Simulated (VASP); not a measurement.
Wanted: the native input for a VASP 6.6.1 run.

```
Task                   : relaxation of cell and atoms
Functional             : RPBE
Potentials or basis    : VASP PAW PBE potentials, release 64 (Bi_d)
Cutoff                 : 600 eV
k mesh                 : 10 × 10 × 10
Occupations            : fermi-dirac, width 0.1 eV
Spin                   : no spin polarisation
Dipole correction      : no
Further INCAR settings : ALGO = Fast; EDIFF = 1e-06; IBRION = 2; EDIFFG = -0.01; NSW = 80; ISIF = 3
```

The structure of Bi lies in POSCAR:

```
Bi
1.0
    3.2521762864      0.0000000000      0.0000000000
    0.0000000000      3.2521762864      0.0000000000
    0.0000000000      0.0000000000      3.2521762864
Bi
1
Direct
    0.0000000000      0.0000000000      0.0000000000
```

The cell was built by a generator and needn't be a form met in nature.

The input as run:

INCAR

```
SYSTEM = Bi
  PREC = Accurate
  ENCUT = 600
  EDIFF = 1E-6
  ISMEAR = -1
  SIGMA = 0.1
  LREAL = .FALSE.
  LASPH = .TRUE.
  NELM = 100
  ALGO = Fast
  ISIF = 3
  LWAVE = .FALSE.
  LCHARG = .FALSE.
  GGA = RP
  IBRION = 2
  NSW = 80
  EDIFFG = -0.01
```

KPOINTS

```
Automatic mesh
0
G
  10 10 10
  0 0 0
```

Potentials or basis: VASP PAW PBE potentials, release 64 (Bi_d).

The run is started by

```console
$ cat potpaw_PBE.64/Bi_d/POTCAR > POTCAR
$ mpirun -np 1 vasp_std > vasp.out
```

Results of the run:

```json
{"Relaxed volume": "36.19 Å³/atom", "Relaxed cell": "a = 3.308 Å, b = 3.308 Å, c = 3.308 Å, α = 90.00°, β = 90.00°, γ = 90.00°", "Space group after relaxing (to 0.05 Å)": "Pm-3m (No. 221)", "Energy gained by relaxing": "12.8 meV/atom", "Ionic steps": "3", "Pressure after relaxing": "0.0 GPa", "Band gap on the k mesh": "none (metal or under the smearing width)"}
```

Caveat: the PAW data sets were made with another functional, which shifts forces and pressure a little; spin-orbit coupling is left out, which moves the levels of the heavy elements.

Run time: 29 s on 1 thread of Intel(R) Xeon(R) 6975P-C (Granite Rapids), with other jobs on the host, peak memory 0.17 GiB.
